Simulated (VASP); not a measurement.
# Re (P6_3/mmc) in VASP: notebook, part 2 of 2

VASP 6.6.1.

## (3) Density of states, PBE

POSCAR

```
Re                                      
1.0
    2.7728668905      0.0000000000     -0.0000000000
   -1.3864334453      2.4013731685     -0.0000000000
    0.0000000000      0.0000000000      4.4844595835
  Re            
     2
Direct
     0.3333333332999970    0.6666666667000030    0.2500000000000000
     0.6666666667000030    0.3333333332999970    0.7500000000000000
```

INCAR.step1

```
SYSTEM = Re
  ALGO = Normal
  EDIFF = 1E-6
  ENCUT = 520
  GGA = PE
  ISIF = 2
  ISMEAR = 1
  LASPH = .True.
  LCHARG = .True.
  LMAXMIX = 4
  LREAL = .False.
  LWAVE = .False.
  NELM = 60
  PREC = Accurate
  SIGMA = 0.1
```

KPOINTS.step1

```
k-points
0
Gamma
  18 18 12
  0 0 0
```

INCAR.step2

```
SYSTEM = Re
  ALGO = Normal
  EDIFF = 1E-6
  ENCUT = 520
  GGA = PE
  ICHARG = 11
  ISIF = 2
  ISMEAR = -5
  LASPH = .True.
  LCHARG = .False.
  LMAXMIX = 4
  LORBIT = 11
  LREAL = .False.
  LWAVE = .False.
  NEDOS = 1001
  NELM = 60
  PREC = Accurate
  SIGMA = 0.1
```

KPOINTS.step2

```
k-points
0
Gamma
  27 27 18
  0 0 0
```

Potentials or basis: VASP PAW PBE potentials, release 64 (Re).

The run is started by

```sh
> cat potpaw_PBE.64/Re/POTCAR > POTCAR
> cp INCAR.step1 INCAR
> cp KPOINTS.step1 KPOINTS
> mpirun -np 1 vasp_std > vasp.out
> cp INCAR.step2 INCAR
> cp KPOINTS.step2 KPOINTS
> mpirun -np 1 vasp_std > vasp.out
```

OUTCAR:

```text
SYSTEM = Re
   EDIFF = 1E-6
   ENCUT = 520
   GGA = PE
   ICHARG = 11
   ISIF = 2
   ISMEAR = -5
   LASPH = .True.
   LORBIT = 11
   LREAL = .False.
   NELM = 60
   PREC = Accurate

 ion  position               nearest neighbor table
   1  0.333  0.667  0.250-   2 2.76   2 2.76   2 2.76   2 2.76   2 2.76   2 2.76
   2  0.667  0.333  0.750-   1 2.76   1 2.76   1 2.76   1 2.76   1 2.76   1 2.76

  LATTYP: Found a hexagonal cell.
 ALAT       =     2.7728668905
 C/A-ratio  =     1.6172646436

  Lattice vectors:

 A1 = (   2.7728668905,   0.0000000000,   0.0000000000)
 A2 = (  -1.3864334453,   2.4013731685,   0.0000000000)
 A3 = (   0.0000000000,   0.0000000000,   4.4844595835)

Analysis of symmetry for initial positions (statically):
=====================================================================
 Subroutine PRICEL returns:
 Original cell was already a primitive cell.

 Routine SETGRP: Setting up the symmetry group for a
 hexagonal supercell.

 Subroutine GETGRP returns: Found 24 space group operations
 (whereof 12 operations were pure point group operations)
 out of a pool of 24 trial point group operations.

The static configuration has the point symmetry D_3d.
 The point group associated with its full space group is D_6h.

Analysis of symmetry for dynamics (positions and initial velocities):
=====================================================================
 Subroutine PRICEL returns:
 Original cell was already a primitive cell.

 Routine SETGRP: Setting up the symmetry group for a
 hexagonal supercell.

 Subroutine GETGRP returns: Found 24 space group operations
 (whereof 12 operations were pure point group operations)
 out of a pool of 24 trial point group operations.

The dynamic configuration has the point symmetry D_3d.
 The point group associated with its full space group is D_6h.

 Subroutine INISYM returns: Found 24 space group operations
 (whereof 12 operations are pure point group operations),
 and found     1 'primitive' translations

[... 134 lines left out ...]
 number of electron      14.0000000 magnetization

 Free energy of the ion-electron system (eV)
  ---------------------------------------------------
  ext. energy  EPLUGINS =         0.00000000
  ---------------------------------------------------
  free energy    TOTEN  =       -24.85156238 eV

  energy without entropy =      -24.85156238  energy(sigma->0) =      -24.85156238

 E-fermi :   7.6976     XC(G=0): -13.6498

 val. band max:        7.7399522508   @ k =   0.4074   0.0370   0.5000
 cond. band min:       7.6250852184   @ k =   0.1481   0.0741   0.0000
 fundamental gap:     -0.1148670324
 Fermi energy:         7.6975567570

 k-point     1 :       0.0000    0.0000    0.0000
  band No.  band energies     occupation
      1      -2.0599      2.00000
      2       1.1877      2.00000
      3       6.1462      2.00000
      4       6.1684      2.00000
      5       6.1684      2.00000
      6       6.9811      2.00000
      7       6.9811      2.00000
      8       7.9060      0.00000
      9       7.9060      0.00000
     10       8.2772      0.00000
     11      11.0033      0.00000
[... 309 lines left out ...]
 k-point    24 :       0.3704    0.0370    0.0000
  band No.  band energies     occupation
      1       1.6437      2.00000
      2       2.1978      2.00000
      3       2.9419      2.00000
      4       5.3628      2.00000
      5       5.9586      2.00000
      6       6.5211      2.00000
      7       6.7586      2.00000
      8      10.6393      0.00000
      9      10.7191      0.00000
     10      11.4749      0.00000
     11      11.8895      0.00000

 [... further k-points ...]

------------------------ aborting loop because EDIFF is reached ----------------------------------------

  FORCE on cell =-STRESS in cart. coord.  units (eV):
  Direction    XX          YY          ZZ          XY          YZ          ZX
  --------------------------------------------------------------------------------------
  -------------------------------------------------------------------------------------
  Total       -0.0404968     -0.0404968     -0.1066486      0.0000000      0.0000000     -0.0000000
  in kB       -2.1728617     -2.1728617     -5.7222502      0.0000000      0.0000000     -0.0000000
  external PRESSURE =      -3.3559912 kB  Pullay stress =       0.0000000 kB

 VOLUME and BASIS-vectors are now :
 -----------------------------------------------------------------------------
  energy-cutoff  :      520.00
  volume of cell :       29.86
      direct lattice vectors                 reciprocal lattice vectors
     2.772866891  0.000000000  0.000000000     0.360637578  0.208214203  0.000000000
    -1.386433445  2.401373169  0.000000000     0.000000000  0.416428406  0.000000000
     0.000000000  0.000000000  4.484459583     0.000000000  0.000000000  0.222992310

 POSITION                                       TOTAL-FORCE (eV/Angst)
 -----------------------------------------------------------------------------------
     -0.00000      1.60092      1.12111         0.000000      0.000000      0.000000
      1.38643      0.80046      3.36334        -0.000000      0.000000      0.000000
 -----------------------------------------------------------------------------------
    total drift:                               -0.000000      0.000000     -0.000000

  FREE ENERGIE OF THE ION-ELECTRON SYSTEM (eV)
  ---------------------------------------------------
  free  energy   TOTEN  =       -24.8515623846 eV

  energy  without entropy=      -24.8515623846  energy(sigma->0) =      -24.85156238

 total charge

# of ion       s       p       d       tot
------------------------------------------
    1        0.620   0.664   4.816   6.099
    2        0.620   0.664   4.816   6.099
--------------------------------------------------
tot          1.239   1.328   9.631  12.198
```

Wall time 3.1 min (1 thread of AMD EPYC 9R45 (Zen 5), shared host); peak memory 0.32 GiB.

What came out:

```yaml
Valence_electrons_inside_the_program's_atomic_spheres: Re 6.10
```

Levels at points of the mesh, in eV from the Fermi level:
```
           k point  band 4  band 5  band 6  band 7  band 8  band 9  band 10  band 11
(0.00, 0.00, 0.00)   -1.53   -1.53   -0.72   -0.72    0.21    0.21     0.58     3.31
(0.00, 0.00, 0.50)   -2.34   -1.65   -1.65   -1.65   -1.65    2.50     2.50     2.50
```

States per cell in windows of 1 eV (zero at the Fermi level; states under -8 eV left out):
```csv
from (eV),total,Re1_d,Re2_d,Re1_p,Re2_p,Re1_s,Re2_s
-8.0,0.24,0.01,0.01,0.01,0.01,0.07,0.07
-7.0,0.87,0.16,0.16,0.03,0.03,0.16,0.16
-6.0,1.86,0.56,0.56,0.06,0.06,0.17,0.17
-5.0,1.71,0.60,0.60,0.07,0.07,0.06,0.06
-4.0,2.22,0.83,0.83,0.11,0.11,0.03,0.03
-3.0,1.90,0.72,0.72,0.10,0.10,0.02,0.02
-2.0,2.52,0.98,0.98,0.12,0.12,0.03,0.03
-1.0,2.50,0.96,0.96,0.15,0.15,0.02,0.02
0.0,1.34,0.54,0.54,0.06,0.06,0.01,0.01
1.0,1.17,0.51,0.51,0.03,0.03,0.00,0.00
2.0,1.54,0.70,0.70,0.02,0.02,0.01,0.01
3.0,2.32,1.07,1.07,0.03,0.03,0.01,0.01
4.0,0.96,0.44,0.44,0.02,0.02,0.01,0.01
5.0,0.32,0.12,0.12,0.02,0.02,0.01,0.01
6.0,0.24,0.07,0.07,0.02,0.02,0.02,0.02
7.0,0.07,0.02,0.02,0.01,0.01,0.01,0.01
```

Caveat: tetrahedron occupations give inexact forces and stress in metals. Spin-orbit coupling is left out, which matters for the levels of Re.
